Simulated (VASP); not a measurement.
**CoO: single point with LDA**

Crystal: CoO.

```xyz
2
Lattice="2.5705 0.0000 0.0000 0.0000 2.5705 0.0000 0.0000 0.0000 2.5705" Properties=species:S:1:pos:R:3 pbc="T T T"
Co    0.0000    0.0000    0.0000
O     1.2853    1.2853    1.2853
```

Measurements of this composition are mostly on another form, of space group No. 225.

- Program: VASP 6.6.1
- Task: single point
- Functional: LDA
- Potentials or basis: VASP PAW LDA potentials, release 64 (Co, O)
- Cutoff: 520 eV
- k mesh: 7 × 7 × 7
- Occupations: gaussian, width 0.05 eV
- Spin: collinear spin, random start
- Starting moments: [0.49, 0.0] μB

The pressure is -8.8 GPa and the band gap on the k mesh is none (metal or under the smearing width). The net moment is 3.00 μB per cell, the site moments are Co +2.45; O +0.47 μB and the valence electrons inside the program's atomic spheres are Co 7.92; O 4.91.

Levels at points of the mesh, in eV from the Fermi level:
Spin up:
```csv
k point,band 6,band 7,band 8,band 9,band 10,band 11
"(0.00, 0.00, 0.00)",-2.87,-2.12,-2.12,-2.12,1.24,15.80
```
Spin down:
```tsv
k point	band 3	band 4	band 5	band 6	band 7	band 8	band 9	band 10
(0.00, 0.00, 0.00)	-2.52	-2.03	-2.03	-2.03	0.44	0.44	0.44	1.97
```

It took 28 s on 1 thread of AMD EPYC 7R43 64-Core Processor (Zen 3), with other jobs on the host, peak memory 0.09 GiB.

Caveat: a cell with one magnetic atom can't hold antiferromagnetic order, which such compounds often take; semilocal functionals often make such compounds metallic where correlation or magnetic order opens a gap, which also shifts bond lengths. With open d or f shells a metallic result of LDA can be an artefact of self-interaction; +U or a hybrid may open a gap.
